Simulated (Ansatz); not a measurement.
The system is CuO.

```
Cu O
1.0
     0.00000    2.11656    2.11656
     2.11656    0.00000    2.11656
     2.11656    2.11656    0.00000
Cu O
1 1
Direct
  0.02950 0.02810 0.90803
  0.47050 0.47190 0.59197
```

The cell comes from a database or a generator and needn't be the stable form of this composition.

```yaml
Program: Ansatz 0.2.0
Task: relaxation of cell and atoms
Functional: PBE
Potentials_or_basis: Ansatz PAW
Cutoff: "420 eV (not typed: the program's choice for these potentials)"
k_mesh: 11 × 11 × 11
Occupations: fermi-dirac, width 0.05 eV
Spin: no spin polarisation
```

At the start: volume 9.48 Å³/atom.

Problem. How do energy, volume and symmetry change on relaxing?

Solution. It ends after 10 steps and the volume is 9.56 Å³/atom (+0.8 %); space group Fm-3m (No. 225, to 0.05 Å).

The path:
```csv
step,energy change (eV),largest force (eV/Å),volume (Å³)
1,0.0000,0.9306,18.96
2,-0.0713,0.6511,19.75
3,-0.1131,0.5778,20.34
4,-0.2728,0.3829,20.51
5,-0.3779,0.1101,19.74
6,-0.4014,0.0037,19.07
7,-0.4015,0.0006,19.11
8,-0.4024,0.0006,19.11
9,-0.4023,0.0001,19.12
10,-0.4024,0.0001,19.12
```

Final structure:
```
CELL_PARAMETERS angstrom
0.00000 2.12234 2.12192
2.12283 0.00000 2.12192
2.12282 2.12234 0.00000
ATOMIC_POSITIONS crystal
Cu 0.00000 0.00000 0.00000
O 0.50000 0.50000 0.50000
```

Caveat: the plane-wave basis is chosen anew once the cell has moved, so the energies of steps on either side of that aren't comparable; the pressure holds a Pulay correction of +0.8 GPa for the finite cutoff; an odd number of electrons without spin polarisation forces a metal; a magnetic or distorted state may lie lower; the run has no spin polarisation, though such a crystal can be magnetic.
